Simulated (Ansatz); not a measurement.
Si built on the diamond prototype, relaxed with r2SCAN in the plane-wave code Ansatz. It is cubic, Fd-3m (No. 227); a = 5.444 Å in the conventional setting, 20.17 Å³ an atom. Si has 4 Si at 2.36 Å.

The axes x, y and z are those of this cell:
```
Si
1.0
     0.00000    2.72212    2.72212
     2.72212    0.00000    2.72212
     2.72212    2.72212    0.00000
Si
2
Direct
  0.00000 0.00000 0.00000
  0.25000 0.25000 0.25000
```

Unstrained: The PBE gap is indirect, 0.583 eV (Γ to Γ–X (0.84 of the way from Γ)), below the direct gap of 2.557 eV at Γ. With r2SCAN the valence top lies at Γ and the conduction bottom at Γ–X (0.84 of the way from Γ), 0.770 eV higher; the smallest vertical gap, at Γ, is 2.739 eV. With HSE06 the valence top lies at Γ and the conduction bottom at Γ–X (0.84 of the way from Γ), 1.144 eV higher; the smallest vertical gap, at Γ, is 3.312 eV. Meshes: PBE 8×8×8, r2SCAN 8×8×8, HSE06 6×6×6. Strains are changes of length per length. After each strain the atoms were relaxed again with r2SCAN within the symmetry that the strain leaves, so tilts or polar shifts that break it weren't tested; points keep the names that they have in the unstrained zone. Calculated for a static, non-magnetic cell.

Problem. Estimate what isotropic +3.0 % on every length does to the gap.

Solution. PBE: the gap goes from 0.583 to 0.729 eV (+0.146 eV); the edges go from Γ → Γ–X (0.84) to Γ → Γ–X (0.83). r2SCAN: the gap goes from 0.770 to 0.909 eV (+0.139 eV); the edges go from Γ → Γ–X (0.84) to Γ → Γ–X (0.83). HSE06: the gap goes from 1.144 to 1.285 eV (+0.141 eV); the edges go from Γ → Γ–X (0.84) to Γ → Γ–X (0.83). The r2SCAN energy rises by 44.9 meV an atom.

Problem. Apply isotropic -4.0 % on every length. How far does the gap move, against the unstrained cell?

Solution. PBE: the gap goes from 0.583 to 0.336 eV (-0.247 eV); the edges go from Γ → Γ–X (0.84) to Γ → Γ–X (0.86). r2SCAN: the gap goes from 0.770 to 0.529 eV (-0.241 eV); the edges go from Γ → Γ–X (0.84) to Γ → Γ–X (0.86). HSE06: the gap goes from 1.144 to 0.898 eV (-0.246 eV); the edges go from Γ → Γ–X (0.84) to Γ → Γ–X (0.86). The r2SCAN energy rises by 100.2 meV an atom.

Problem. Estimate what isotropic -2.0 % on every length does to the gap.

Solution. PBE: the gap goes from 0.583 to 0.468 eV (-0.115 eV); the edges go from Γ → Γ–X (0.84) to Γ → Γ–X (0.85). r2SCAN: the gap goes from 0.770 to 0.658 eV (-0.112 eV); the edges go from Γ → Γ–X (0.84) to Γ → Γ–X (0.85). HSE06: the gap goes from 1.144 to 1.030 eV (-0.114 eV); the edges go from Γ → Γ–X (0.84) to Γ → Γ–X (0.85). The r2SCAN energy rises by 23.5 meV an atom.

Problem. Estimate what isotropic -3.0 % on every length does to the gap.

Solution. PBE: the gap goes from 0.583 to 0.404 eV (-0.179 eV); the edges go from Γ → Γ–X (0.84) to Γ → Γ–X (0.85). r2SCAN: the gap goes from 0.770 to 0.596 eV (-0.174 eV); the edges go from Γ → Γ–X (0.84) to Γ → Γ–X (0.85). HSE06: the gap goes from 1.144 to 0.967 eV (-0.177 eV); the edges go from Γ → Γ–X (0.84) to Γ → Γ–X (0.85). The r2SCAN energy rises by 54.6 meV an atom.

Problem. Apply isotropic +2.0 % on every length. How far does the gap move, against the unstrained cell?

Solution. PBE: the gap goes from 0.583 to 0.684 eV (+0.101 eV); the edges go from Γ → Γ–X (0.84) to Γ → Γ–X (0.83). r2SCAN: the gap goes from 0.770 to 0.866 eV (+0.096 eV); the edges go from Γ → Γ–X (0.84) to Γ → Γ–X (0.83). HSE06: the gap goes from 1.144 to 1.242 eV (+0.098 eV); the edges go from Γ → Γ–X (0.84) to Γ → Γ–X (0.83). The r2SCAN energy rises by 20.6 meV an atom.

Problem. Apply isotropic -1.0 % on every length. How far does the gap move, against the unstrained cell?

Solution. PBE: the gap goes from 0.583 to 0.527 eV (-0.056 eV). r2SCAN: the gap goes from 0.770 to 0.716 eV (-0.054 eV). HSE06: the gap goes from 1.144 to 1.089 eV (-0.055 eV). The r2SCAN energy rises by 5.7 meV an atom.

Problem. Apply isotropic +1.0 % on every length. How far does the gap move, against the unstrained cell?

Solution. PBE: the gap goes from 0.583 to 0.636 eV (+0.053 eV). r2SCAN: the gap goes from 0.770 to 0.820 eV (+0.050 eV). HSE06: the gap goes from 1.144 to 1.195 eV (+0.051 eV). The r2SCAN energy rises by 5.3 meV an atom.

Problem. Estimate what isotropic +4.0 % on every length does to the gap.

Solution. PBE: the gap goes from 0.583 to 0.771 eV (+0.188 eV); the edges go from Γ → Γ–X (0.84) to Γ → Γ–X (0.82). r2SCAN: the gap goes from 0.770 to 0.948 eV (+0.178 eV); the edges go from Γ → Γ–X (0.84) to Γ → Γ–X (0.82). HSE06: the gap goes from 1.144 to 1.324 eV (+0.180 eV); the edges go from Γ → Γ–X (0.84) to Γ → Γ–X (0.82). The r2SCAN energy rises by 77.3 meV an atom.

Where an edge lies off the special points, it is a point of the mesh or the k point where a search put PBE's edge or least direct gap, reused for the other functionals, whose own edges may lie a little apart.

The meshes of the hybrids are coarse, so their gaps aren't converged to the digits shown.
